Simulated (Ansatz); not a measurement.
Runs of Ansatz 0.2.0 on MnSb. Symmetry: P6_3/mmc, No. 194, hexagonal system. The conventional cell has a = 4.150 Å, b = 4.150 Å, c = 5.780 Å, α = 90.00°, β = 90.00°, γ = 120.00°. Sb (site symmetry -6m2) has 6 Mn at 2.80 Å as nearest neighbours. Mn (site symmetry -3m) has 6 Sb at 2.80 Å and 2 Mn at 2.89 Å as nearest neighbours. 

| task | level | cell | k mesh | smearing | points for each segment of the path | gap on the mesh (eV) | pressure (GPa) | moment (μB) | relaxed volume (Å³/atom) |
| --- | --- | --- | --- | --- | --- | --- | --- | --- | --- |
| band structure | BLYP | as given | 7 × 7 × 5 | fermi-dirac 0.05 eV | 14 | none | (a) | 6.57 | - |
| relaxation of cell and atoms | revPBE+D4 | relaxed | 7 × 7 × 5 | fermi-dirac 0.05 eV | - | - | 0.0 | 6.01 | 19.17 |
| single point | PBE | as given | 7 × 7 × 5 | gaussian 0.012 eV | - | none | -3.3 | (c) | - |
| relaxation of cell and atoms | BLYP+D3(BJ) | relaxed | 7 × 7 × 5 | fermi-dirac 0.05 eV | - | - | 0.0 | 5.73 | 19.19 |
| phonons | PBE | as given | 5 × 5 × 4 | fermi-dirac 0.05 eV | - | none | - | (b) | - |

Alike in all rows: potentials or basis Ansatz PAW; spin collinear, ferromagnetic start; cutoff (eV) 420.

Estimate the missing entries.

(a) 1.1; (b) 6.67; (c) 6.69.

Caveats: only a ferromagnetic start was run, and an antiferromagnetic order may lie lower in energy; the PAW data sets come from PBE, with cores solved anew for the run's functional, which leaves a small shift of forces and pressure (some runs); the plane-wave basis is chosen anew once the cell has moved, so the energies of steps on either side of that aren't comparable (some runs); the volume moved by -11 % from the deposited cell, more than functionals usually miss (some runs); spin-orbit coupling is left out, which moves the levels of the heavy elements (some runs).

A k mesh can miss the band edges, and the runs leave out spin-orbit coupling on Sb.

A gap of «none» marks a metal or a gap under the smearing width.
